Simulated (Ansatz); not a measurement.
# How methods differ on CHF3 (SMILES FC(F)F)

CHF3: 5 atoms, total charge 0, spin state singlet. As SMILES, `FC(F)F`. The coordinates come from a GFN2-xTB relaxation.

| atom | x (Å) | y (Å) | z (Å) |
| --- | --- | --- | --- |
| F | -0.6677 | -0.3324 | 1.0751 |
| C | 0.0190 | 0.0546 | 0.0068 |
| F | 1.0424 | -0.7749 | -0.1574 |
| F | -0.7713 | -0.0388 | -1.0564 |
| H | 0.3776 | 1.0915 | 0.1320 |

Quantity: the energy change with the F1–C2 bond stretched from 1.328 to 1.991 Å, in eV. The values are calculated.

```json
{"level": "PBE/STO-3G (restricted)", "kind": "GGA", "program": "Ansatz", "value (eV)": "2.17", "less FCI/STO-3G": "-0.02", "CPU time (all runs)": "2.4 s"}
{"level": "revPBE/STO-3G (restricted)", "kind": "GGA", "program": "Ansatz", "value (eV)": "2.03", "less FCI/STO-3G": "-0.16", "CPU time (all runs)": "2.7 s"}
{"level": "r2SCAN/STO-3G (restricted)", "kind": "meta-GGA", "program": "Ansatz", "value (eV)": "2.46", "less FCI/STO-3G": "+0.27", "CPU time (all runs)": "5.5 s"}
{"level": "r2SCAN0/STO-3G (restricted)", "kind": "hybrid meta-GGA", "program": "Ansatz", "value (eV)": "3.07", "less FCI/STO-3G": "+0.88", "CPU time (all runs)": "5.8 s"}
{"level": "wB97M-V/STO-3G (restricted)", "kind": "range-separated hybrid", "program": "Ansatz", "value (eV)": "3.01", "less FCI/STO-3G": "+0.82", "CPU time (all runs)": "41 s"}
{"level": "RPA@PBE/STO-3G (restricted)", "kind": "RPA", "program": "Ansatz", "value (eV)": "1.92", "less FCI/STO-3G": "-0.27", "CPU time (all runs)": "3.8 s"}
{"level": "BCCD(T)/STO-3G (restricted)", "kind": "coupled cluster or CI", "program": "Ansatz", "value (eV)": "2.21", "less FCI/STO-3G": "+0.02", "CPU time (all runs)": "0.61 s"}
{"level": "FCI/STO-3G", "kind": "exact in the basis", "program": "Ansatz", "value (eV)": "2.19", "less FCI/STO-3G": "0.00", "CPU time (all runs)": "60 s"}
```

FCI/STO-3G is exact within its basis and frozen core, so for wave-function methods in that basis the difference is their error; functionals converge differently with the basis, so for them it is only a difference. The first shape isn't each level's own minimum. The values span 1.92 to 3.07 eV. All rows use very small basis sets, so none should be taken for the real molecule's value. In so small a basis fixed costs decide the times, and correlated methods can beat functionals. Times are those of the runs behind each value, whatever else they computed, on shared processors of several kinds: orders of magnitude only.
